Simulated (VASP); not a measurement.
# TiO2 (P4_2/mnm) in VASP: further runs

The runs below take TiO2 through single point, with PBE.

All numbers are computed with VASP 6.6.1; they aren't measurements. Logs are shortened: lines on timing, memory, paths and dates and some standing lists are left out, and cuts for length are marked.

### 1 The undisturbed crystal

It takes space group P4_2/mnm (No. 136, tetragonal). Conventional cell: a = 4.600 Å, b = 4.600 Å, c = 2.959 Å, α = 90.00°, β = 90.00°, γ = 90.00°. Ti (site symmetry mmm) has 6 O at 1.95 to 1.98 Å as nearest neighbours. O (site symmetry m2m) is surrounded by 3 Ti at 1.95 to 1.98 Å.

The cell is a database's computed one.

### 2 Single point, PBE

INCAR reads:

```
  ADDGRID = False
  ALGO = Normal
  EDIFF = 1E-7
  ENCUT = 460
  GGA = PE
  ISIF = 2
  ISMEAR = 0
  LASPH = False
  LCHARG = False
  LREAL = False
  LWAVE = False
  NBANDS = 33
  NELM = 100
  PREC = Accurate
  SIGMA = 0.05
```

KPOINTS reads:

```
k-points
0
Gamma
  3 3 4
```

POSCAR reads:

```
TiO2
1.0
    4.5998373239      0.0000000000      0.0000000000
    0.0000000000      4.5998373239      0.0000000000
    0.0000000000      0.0000000000      2.9592135600
Ti O
2 4
Direct
    0.0158320000      0.0032400000      0.4722370000
    0.5214710000      0.5093840000      0.0048770000
    0.3233600000      0.3195450000      0.4593590000
    0.1957040000      0.8057180000      0.0434810000
    0.7872850000      0.2085030000     -0.0059320000
    0.6699180000      0.6742240000      0.5240680000
```

Potentials or basis: VASP PAW PBE potentials, release 64 (Ti_sv, O).

Started as:

```sh
$ cat potpaw_PBE.64/Ti_sv/POTCAR potpaw_PBE.64/O/POTCAR > POTCAR
$ mpirun -np 1 vasp_std > vasp.out
```

OUTCAR:

```text
EDIFF = 1E-7
   ENCUT = 460
   GGA = PE
   ISIF = 2
   ISMEAR = 0
   LASPH = False
   LREAL = False
   NELM = 100
   PREC = Accurate

 Found     19 irreducible k-points:

 Following reciprocal coordinates:
            Coordinates               Weight
  0.000000  0.000000  0.000000      1.000000
  0.333333  0.000000  0.000000      2.000000
  0.000000  0.333333  0.000000      2.000000
  0.333333  0.333333  0.000000      2.000000
 -0.333333  0.333333  0.000000      2.000000
  0.000000  0.000000  0.250000      2.000000
   k-points           NKPTS =     19   k-points in BZ     NKDIM =     19   number of bands    NBANDS=     33
   number of dos      NEDOS =    301   number of ions     NIONS =      6
   total plane-waves  NPLWV =  24576
   dimension x,y,z NGX =    32 NGY =   32 NGZ =   24
   dimension x,y,z NGXF=    64 NGYF=   64 NGZF=   48
   ions per type =               2   4
   NGX,Y,Z   is equivalent  to a cutoff of  11.57, 11.57, 13.48 a.u.
   NGXF,Y,Z  is equivalent  to a cutoff of  23.13, 23.13, 26.97 a.u.
 SYSTEM =  unknown system
   PREC   = accura    normal or accurate (medium, high low for compatibility)
   ISTART =      0    job   : 0-new  1-cont  2-samecut
   ICHARG =      2    charge: 1-file 2-atom 10-const
   ISPIN  =      1    spin polarized calculation?
   LNONCOLLINEAR =      F non collinear calculations
   LSORBIT =      F    spin-orbit coupling
   LASPH  =      F    aspherical Exc in radial PAW
   ENCUT  =  460.0 eV  33.81 Ry    5.81 a.u.   8.04  8.04  5.18*2*pi/ulx,y,z
   NELM   =    100;   NELMIN=  2; NELMDL= -5     # of ELM steps
   EDIFF  = 0.1E-06   stopping-criterion for ELM
   LREAL  =      F    real-space projection
   EDIFFG = 0.1E-05   stopping-criterion for IOM
   NSW    =      0    number of steps for IOM
   IBRION =     -1    ionic relax: 0-MD 1-quasi-New 2-CG
   NFREE  =      0    steps in history (QN), initial steepest desc. (CG)
   ISIF   =      2    stress and relaxation
   ISYM   =      2    0-nonsym 1-usesym 2-fastsym
   POTIM  = 0.5000    time-step for ionic-motion
   TEBEG  =    0.0;   TEEND  =   0.0 temperature during run
   PSTRESS=    0.0 pullay stress
   NELECT =      48.0000    total number of electrons
   NUPDOWN=      -1.0000    fix difference up-down
   EMIN   =  10.00;   EMAX   =-10.00  energy-range for DOS
   EFERMI =   0.00;   METHOD = LEGACY
   ISMEAR =     0;   SIGMA  =   0.05  broadening in eV -4-tet -1-fermi 0-gaus
   EFERMI_NEDOS =   21; number of points for ismear=-14 and -15
   IALGO  =     38    algorithm
   IMIX   =      4    mixing-type and parameters
     AMIX     =   0.40;   BMIX     =  1.00
     AMIX_MAG =   1.60;   BMIX_MAG =  1.00
  volume/ion in A,a.u.               =      10.44        70.42
  Fermi-wavevector in a.u.,A,eV,Ry     =   1.498309  2.831394 30.544140  2.244931
  Thomas-Fermi vector in A             =   2.610085
   LORBIT       =      0    0 simple, 1 ext, 2 COOP (PROOUT), +10 PAW based schemes
   GGA     = PE    functional components
   LHFCALC =     F    Hartree Fock is set to
   AEXX    =    0.0000 exact exchange contribution
   IVDW    =     0    specifies the selected vdW correction
   LEPSILON=     F    determine dielectric tensor
   LRPA    =     F    only Hartree local field effects (RPA)
 non-spin polarized calculation
 Gauss-broadening in eV      SIGMA  =   0.05
  energy-cutoff  :      460.00
  volume of cell :       62.61
 maximum number of plane-waves:      1415
   NGX = 17   NGY = 17   NGZ = 11

 number of electron      47.9999995 magnetization

 Free energy of the ion-electron system (eV)
  ---------------------------------------------------
  ext. energy  EPLUGINS =         0.00000000
  ---------------------------------------------------
  free energy    TOTEN  =       -52.56453474 eV

  energy without entropy =      -52.56453474  energy(sigma->0) =      -52.56453474

 E-fermi :   5.1761     XC(G=0): -11.3496

 val. band max:        4.9096272719   @ k =   0.0000   0.0000   0.0000
 cond. band min:       6.8643454305   @ k =   0.0000   0.3333   0.5000
 fundamental gap:      1.9547181587
 Fermi energy:         5.1760834609

 k-point     1 :       0.0000    0.0000    0.0000
  band No.  band energies     occupation
      1     -52.2840      2.00000
      2     -51.4342      2.00000
      3     -28.5807      2.00000
      4     -28.4376      2.00000
      5     -28.4044      2.00000
      6     -27.8278      2.00000
[... 25 lines left out ...]
     32      10.9669      0.00000
     33      12.3081      0.00000

 k-point     2 :       0.3333    0.0000    0.0000
  band No.  band energies     occupation
      1     -52.2838      2.00000
      2     -51.4341      2.00000
      3     -28.5758      2.00000
      4     -28.4335      2.00000
      5     -28.4035      2.00000
      6     -27.8348      2.00000
[... 25 lines left out ...]
     32      10.7343      0.00000
     33      12.2004      0.00000

 k-point     3 :       0.0000    0.3333    0.0000
  band No.  band energies     occupation
      1     -52.2838      2.00000
      2     -51.4341      2.00000
      3     -28.5760      2.00000
      4     -28.4330      2.00000
      5     -28.4037      2.00000
      6     -27.8354      2.00000
[... 25 lines left out ...]
     32      10.7420      0.00000
     33      12.1752      0.00000

 k-point     4 :       0.3333    0.3333    0.0000
  band No.  band energies     occupation
      1     -52.2838      2.00000
      2     -51.4341      2.00000
      3     -28.5837      2.00000
      4     -28.4353      2.00000
      5     -28.4037      2.00000
      6     -27.8349      2.00000
[... 25 lines left out ...]
     32      11.0991      0.00000
     33      11.6688      0.00000

 k-point     5 :      -0.3333    0.3333    0.0000
  band No.  band energies     occupation
      1     -52.2838      2.00000
      2     -51.4341      2.00000
      3     -28.5775      2.00000
      4     -28.4412      2.00000
      5     -28.4040      2.00000
      6     -27.8277      2.00000
[... 25 lines left out ...]
     32      10.7032      0.00000
     33      11.9012      0.00000

 k-point     6 :       0.0000    0.0000    0.2500
  band No.  band energies     occupation
      1     -52.2646      2.00000
      2     -51.4096      2.00000
      3     -28.6501      2.00000
      4     -28.4963      2.00000
      5     -28.4163      2.00000
      6     -27.9726      2.00000
[... 25 lines left out ...]
     32      10.6580      0.00000
     33      11.5246      0.00000

 [... further k-points ...]

------------------------ aborting loop because EDIFF is reached ----------------------------------------

  FORCE on cell =-STRESS in cart. coord.  units (eV):
  Direction    XX          YY          ZZ          XY          YZ          ZX
  --------------------------------------------------------------------------------------
  -------------------------------------------------------------------------------------
  Total        4.9047016      5.4524558      8.0250848     -0.2343327     -0.4012857     -3.1761538
  in kB      125.5052567    139.5216104    205.3520101     -5.9962840    -10.2684055    -81.2738532
  external PRESSURE =     156.7929591 kB  Pullay stress =       0.0000000 kB

 VOLUME and BASIS-vectors are now :
 -----------------------------------------------------------------------------
  energy-cutoff  :      460.00
  volume of cell :       62.61
      direct lattice vectors                 reciprocal lattice vectors
     4.599837324  0.000000000  0.000000000     0.217398993  0.000000000  0.000000000
     0.000000000  4.599837324  0.000000000     0.000000000  0.217398993  0.000000000
     0.000000000  0.000000000  2.959213560     0.000000000  0.000000000  0.337927622

 POSITION                                       TOTAL-FORCE (eV/Angst)
 -----------------------------------------------------------------------------------
      0.07282      0.01490      1.39745        -0.373982      2.027686      0.560716
      2.39868      2.34308      0.01443        -1.290595     -1.285407      0.597250
      1.48740      1.46986      1.35934        -3.373432     -2.820487      1.696343
      0.90021      3.70617      0.12867        -0.657675      0.300426     -1.580369
      3.62138      0.95908      2.94166         2.237145     -2.140520      0.520736
      3.08151      3.10132      1.55083         3.458539      3.918301     -1.794676
 -----------------------------------------------------------------------------------
    total drift:                                0.000056      0.000007      0.000436

  FREE ENERGIE OF THE ION-ELECTRON SYSTEM (eV)
  ---------------------------------------------------
  free  energy   TOTEN  =       -52.5645347381 eV

  energy  without entropy=      -52.5645347381  energy(sigma->0) =      -52.56453474
```

Run time: 21 s. Hardware: 1 thread of Intel Xeon Platinum 8488C (Sapphire Rapids), shared host; peak memory 0.17 GiB.

The run converged, but some of its settings lie outside the range that counts as converged, so its numbers aren't taken as properties of the crystal.

What came out:

| Quantity | Value |
| --- | --- |
| Free energy | -52.5645 eV |
| Pressure | 15.7 GPa |
| Largest force | 5.526 eV/Å |
| Band gap on the k mesh | 1.95 eV, indirect (least direct gap 1.96 eV) |

Caveat: the k mesh is coarse (spacing up to 0.53 Å⁻¹), so the values aren't converged; the cutoff is under 1.25 times the usual one of these potentials, so pressure, stress and relaxed cells hold a basis-set (Pulay) error; an odd mesh through Γ misses points on the zone boundary, where band edges often lie.

### 3 Single point, PBE

INCAR, as its differences from that of step 2:

```diff
@@ -3,3 +3,3 @@
   EDIFF = 1E-7
-  ENCUT = 460
+  ENCUT = 520
   GGA = PE
@@ -7,3 +7,3 @@
   ISMEAR = 0
-  LASPH = False
+  LASPH = True
   LCHARG = False
```

KPOINTS is that of step 2.

POSCAR is that of step 2.

Potentials or basis: VASP PAW PBE potentials, release 64 (Ti_sv, O).

Started as:

```sh
$ cat potpaw_PBE.64/Ti_sv/POTCAR potpaw_PBE.64/O/POTCAR > POTCAR
$ mpirun -np 1 vasp_std > vasp.out
```

OUTCAR:

```text
EDIFF = 1E-7
   ENCUT = 520
   GGA = PE
   ISIF = 2
   ISMEAR = 0
   LASPH = True
   LREAL = False
   NELM = 100
   PREC = Accurate

 Found     19 irreducible k-points:

 Following reciprocal coordinates:
            Coordinates               Weight
  0.000000  0.000000  0.000000      1.000000
  0.333333  0.000000  0.000000      2.000000
  0.000000  0.333333  0.000000      2.000000
  0.333333  0.333333  0.000000      2.000000
 -0.333333  0.333333  0.000000      2.000000
  0.000000  0.000000  0.250000      2.000000
   k-points           NKPTS =     19   k-points in BZ     NKDIM =     19   number of bands    NBANDS=     33
   number of dos      NEDOS =    301   number of ions     NIONS =      6
   total plane-waves  NPLWV =  31104
   dimension x,y,z NGX =    36 NGY =   36 NGZ =   24
   dimension x,y,z NGXF=    72 NGYF=   72 NGZF=   48
   ions per type =               2   4
   NGX,Y,Z   is equivalent  to a cutoff of  13.01, 13.01, 13.48 a.u.
   NGXF,Y,Z  is equivalent  to a cutoff of  26.02, 26.02, 26.97 a.u.
 SYSTEM =  unknown system
   PREC   = accura    normal or accurate (medium, high low for compatibility)
   ISTART =      0    job   : 0-new  1-cont  2-samecut
[... 61 lines left out ...]
 fundamental gap:      1.9577158547
 Fermi energy:         5.1755000401

 k-point     1 :       0.0000    0.0000    0.0000
  band No.  band energies     occupation
      1     -52.2828      2.00000
      2     -51.4346      2.00000
      3     -28.5791      2.00000
      4     -28.4354      2.00000
      5     -28.4027      2.00000
      6     -27.8273      2.00000
[... 205 lines left out ...]
     32      10.6559      0.00000
     33      11.5222      0.00000

 [... further k-points ...]

------------------------ aborting loop because EDIFF is reached ----------------------------------------

  FORCE on cell =-STRESS in cart. coord.  units (eV):
  Direction    XX          YY          ZZ          XY          YZ          ZX
  --------------------------------------------------------------------------------------
  -------------------------------------------------------------------------------------
  Total        5.3293561      5.8738236      8.4252811     -0.2302639     -0.3987358     -3.1640295
  in kB      136.3716407    150.3038917    215.5925397     -5.8921694    -10.2031566    -80.9636079
  external PRESSURE =     167.4226907 kB  Pullay stress =       0.0000000 kB

 VOLUME and BASIS-vectors are now :
 -----------------------------------------------------------------------------
  energy-cutoff  :      520.00
  volume of cell :       62.61
      direct lattice vectors                 reciprocal lattice vectors
     4.599837324  0.000000000  0.000000000     0.217398993  0.000000000  0.000000000
     0.000000000  4.599837324  0.000000000     0.000000000  0.217398993  0.000000000
     0.000000000  0.000000000  2.959213560     0.000000000  0.000000000  0.337927622

 POSITION                                       TOTAL-FORCE (eV/Angst)
 -----------------------------------------------------------------------------------
      0.07282      0.01490      1.39745        -0.369175      2.026241      0.554494
      2.39868      2.34308      0.01443        -1.287785     -1.285578      0.596402
      1.48740      1.46986      1.35934        -3.372600     -2.819364      1.694188
      0.90021      3.70617      0.12867        -0.660981      0.303256     -1.576260
      3.62138      0.95908      2.94166         2.235757     -2.139407      0.522192
      3.08151      3.10132      1.55083         3.454783      3.914851     -1.791016
 -----------------------------------------------------------------------------------
    total drift:                               -0.000591      0.000231      0.000483

  FREE ENERGIE OF THE ION-ELECTRON SYSTEM (eV)
  ---------------------------------------------------
  free  energy   TOTEN  =       -52.5573838565 eV

  energy  without entropy=      -52.5573838565  energy(sigma->0) =      -52.55738386
```

OSZICAR:

```text
N       E                     dE             d eps       ncg     rms          rms(c)
DAV:   1     0.671616880202E+03    0.67162E+03   -0.24484E+04  1254   0.173E+03
DAV:   2     0.370537825224E+02   -0.63456E+03   -0.58950E+03  1325   0.527E+02
DAV:   3    -0.635140415096E+02   -0.10057E+03   -0.98731E+02  1739   0.195E+02
DAV:   4    -0.695376183250E+02   -0.60236E+01   -0.60071E+01  1860   0.455E+01
DAV:   5    -0.697724824987E+02   -0.23486E+00   -0.23484E+00  1619   0.744E+00    0.346E+01
DAV:   6    -0.529885737944E+02    0.16784E+02   -0.73239E+01  1715   0.917E+01    0.127E+01
DAV:   7    -0.530144715746E+02   -0.25898E-01   -0.14305E+01  1582   0.368E+01    0.106E+01
DAV:   8    -0.525721640186E+02    0.44231E+00   -0.70333E-01  1599   0.111E+01    0.608E+00
DAV:   9    -0.527259919265E+02   -0.15383E+00   -0.88456E-01  1868   0.114E+01    0.401E+00
DAV:  10    -0.525593857035E+02    0.16661E+00   -0.32436E-01  1555   0.728E+00    0.843E-01
DAV:  11    -0.525580074824E+02    0.13782E-02   -0.20216E-02  1667   0.120E+00    0.460E-01
DAV:  12    -0.525582927154E+02   -0.28523E-03   -0.10197E-02  1396   0.758E-01    0.244E-01
DAV:  13    -0.525574066682E+02    0.88605E-03   -0.18083E-03  1714   0.365E-01    0.477E-02
DAV:  14    -0.525574040319E+02    0.26364E-05   -0.31881E-04  1699   0.130E-01    0.494E-02
DAV:  15    -0.525573864502E+02    0.17582E-04   -0.45306E-05  1361   0.439E-02    0.227E-02
DAV:  16    -0.525573861087E+02    0.34154E-06   -0.60884E-06  1566   0.193E-02    0.154E-02
DAV:  17    -0.525573838794E+02    0.22293E-05   -0.62230E-06  1551   0.176E-02    0.381E-03
DAV:  18    -0.525573838565E+02    0.22862E-07   -0.74540E-07  1311   0.559E-03
   1 F= -.52557384E+02 E0= -.52557384E+02  d E =-.415702E-15
```

It took 31 s on 1 thread of Intel Xeon Platinum 8488C (Sapphire Rapids), shared host; peak memory 0.18 GiB.

These settings aren't checked as converged: the numbers below hold their error.

What came out:

```yaml
Free_energy: -52.5574 eV
Pressure: 16.7 GPa
Largest_force: 5.520 eV/Å
Band_gap_on_the_k_mesh: 1.96 eV, indirect (least direct gap 1.97 eV)
```

Caveat: the k mesh is coarse (spacing up to 0.53 Å⁻¹), so the values aren't converged; an odd mesh through Γ misses points on the zone boundary, where band edges often lie.
